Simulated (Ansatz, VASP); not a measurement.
Two plane-wave programs on PbSe

Contents of INCAR:

```
ALGO     = Normal         # electronic algorithm
EDIFF    = 1E-7           # SCF threshold, eV
ENCUT    = 520            # plane-wave cutoff, eV
GGA      = CA             # functional
ISIF     = 2              # what is computed and relaxed
ISMEAR   = 0              # smearing method
LASPH    = T              # aspherical terms in the spheres
LCHARG   = F              # write CHGCAR
LREAL    = F              # projectors in reciprocal space
LWAVE    = F              # write WAVECAR
NBANDS   = 28             # bands
NELM     = 100            # most SCF steps
PREC     = Accurate       # precision mode
SIGMA    = 0.01           # smearing width, eV
```

The input KPOINTS:

```
k-points
0
Gamma
  3 3 2
```

File POSCAR:

```
PbSe
1.0
    4.4148899600      0.0000000000      0.0000000000
   -0.0103110200      4.4148779200      0.0000000000
   -2.2022894700     -2.2074389600     12.0007990000
Pb Se
2 2
Direct
    0.8001900000      0.8145460000      0.6176240000
    0.1926960000      0.1931600000      0.3815570000
    0.3001050000      0.3157340000      0.6220350000
    0.6768540000      0.7126680000      0.3768060000
```

Input for Ansatz:

```yaml
crystal:
  lattice:
    - [4.41488996, 0.0, 0.0]
    - [-0.01031102, 4.41487792, 0.0]
    - [-2.20228947, -2.20743896, 12.000799]
  atoms:
    - { symbol: Pb, position: [0.8001899999999998, 0.814546, 0.617624] }
    - { symbol: Pb, position: [0.192696, 0.19316, 0.3815569999999999] }
    - { symbol: Se, position: [0.300105, 0.315734, 0.622035] }
    - { symbol: Se, position: [0.676854, 0.712668, 0.376806] }
accuracy: low
basis:
  ecutwfc: 544.22772491976
kpoints:
  mp_grid:
    grid: [3, 3, 2]
    shift: [0.0, 0.0, 0.0]
hamiltonian:
  xc: lda
scf:
  occupations:
    method: fixed
output:
  eigenvalues: true
```

Alike in both runs: task single point; functional LDA; k mesh 3 × 3 × 2; no spin polarisation.

|  | VASP | Ansatz |
| --- | --- | --- |
| version | VASP 6.6.1 | Ansatz 0.2.0 |
| potentials or method | VASP PAW LDA potentials, release 64 (Pb_d, Se) | plane waves, PAW |
| plane-wave cutoff (eV) | 520 | 544 |
| occupations | gaussian, width 0.01 eV | fixed |
| valence electrons in the cell | 40 | 60 |

VASP gave:

```
gap on the k mesh at the Fermi level (eV) : 2.00
```

Question: Estimate Ansatz's values.

Answer: gap on the k mesh at the Fermi level (eV): 2.01.

The two sets of potentials don't hold the same shells in valence.

Caveats: the k mesh is coarse (spacing up to 0.48 Å⁻¹), so the values aren't converged; spin-orbit coupling is left out, which as a rule narrows the gap of such compounds by several tenths of an eV.
